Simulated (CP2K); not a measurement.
KBr under changes of volume

One of the cells (35.937 Å³/atom); the others are scaled copies at fixed shape and fractional positions:

```
Br K
1.0
     4.66690    0.00000    0.00000
     2.33345    4.04166    0.00000
     2.33345    1.34722    3.81051
Br K
1 1
Direct
  0.50000 0.50000 0.50000
  0.00000 0.00000 0.00000
```

| Quantity | Value |
| --- | --- |
| Program | CP2K 2026.2 |
| Functional | PBEsol |
| Potentials or basis | POTENTIAL_UZH Br GTH-PBE-q7, K GTH-PBE-q9; TZVP-MOLOPT-PBE-GTH basis |
| Density cutoff | 6123 eV |
| k mesh | 7 × 7 × 7 |
| Occupations | fermi-dirac, width 0.05 eV |
| Spin | no spin polarisation |

```csv
volume (Å³/atom),energy over the lowest point (meV/atom),pressure (GPa),gap on the mesh (eV)
33.781,?,?,?
34.500,1.22,0.4,4.28
35.218,0.00,0.1,4.23
35.937,0.21,-0.2,4.18
36.656,1.69,-0.5,4.13
37.374,4.30,-0.7,4.09
38.093,7.90,-0.9,4.05
```

**Question.** What does the run at 33.781 Å³/atom give?

**Answer.** Energy over the lowest point 4.06 meV/atom; pressure 0.8 GPa; gap on the mesh 4.33 eV.

Worked out: A Birch-Murnaghan fit of order 3 (a polynomial in V^(-2/3)) to the other rows has its minimum at 35.46 Å³/atom with B0 = V·E''(V) = 15.1 GPa and B' = 5.0. It gives 4.06 meV/atom at 33.781 Å³/atom, against the run's 4.06, and -dE/dV = 0.8 GPa, against 0.8. A straight line through the other rows of the gap, of slope -2.34 eV per unit of ln V (its deformation potential), extrapolates to 4.33 eV, against the run's 4.33.

Energies are extrapolated to zero smearing.

Caveats: the potentials were made for another functional, which shifts forces and pressure; the basis of atomic orbitals isn't converged, which shifts pressures, moduli and gaps; an odd mesh through Γ misses points on the zone boundary, where band edges often lie (some runs).

Spin-orbit coupling on Br is left out.
